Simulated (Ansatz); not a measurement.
# Electric field gradients in AgI

```xyz
4
Lattice="4.5800 0.0000 0.0000 -2.2900 3.9664 0.0000 0.0000 0.0000 7.5100" Properties=species:S:1:pos:R:3 pbc="T T T"
Ag    0.0000    2.6443    0.0000
Ag    2.2900    1.3221    3.7550
I     0.0000    2.6443    2.8163
I     2.2900    1.3221    6.5713
```

Atoms are numbered in the order listed.

The cell is COD entry 1011050, as deposited and not checked against the literature; nothing was relaxed. It is an old determination, and later ones may differ.

All numbers are computed: DFT, LDA, all-electron PAW with datasets made for the crystal, scalar-relativistic (Ansatz 0.2.0); DFT, LDA, PAW with Ansatz's default frozen-core files, scalar-relativistic (Ansatz 0.2.0).

For the crystal-made all-electron datasets (AE datasets): a Γ-centred 8×8×4 k mesh, Fermi–Dirac smearing of 0.01 eV, cutoff 240 eV (chosen by the program for this cell), no spin polarisation. PAW takes a cutoff of 420 eV at this cell (files made with PBE, cores remade for this functional). The Ansatz runs share mesh, smearing and spin set-up.

Spin–orbit coupling is left out, which moves gradients at and beside heavy atoms by some per cent and at worst by a factor of two.

Vzz is the principal value of largest size of the traceless field-gradient tensor, in 10²¹ V/m², and η = (Vxx − Vyy)/Vzz with |Vzz| ≥ |Vyy| ≥ |Vxx|.

| site | site symmetry | Vzz (η), AE datasets | Vzz (η), PAW |
| --- | --- | --- | --- |
| Ag1 | 3m. | 0.15 (η = 0.00) | 0.15 (η = 0.00) |
| I3 | 3m. | 0.39 (η = 0.00) | 0.38 (η = 0.00) |

The Cartesian tensor at I3 from AE datasets, in 10²¹ V/m²:

```
-0.20  0.00  0.00
 0.00 -0.20  0.00
 0.00  0.00  0.39
```
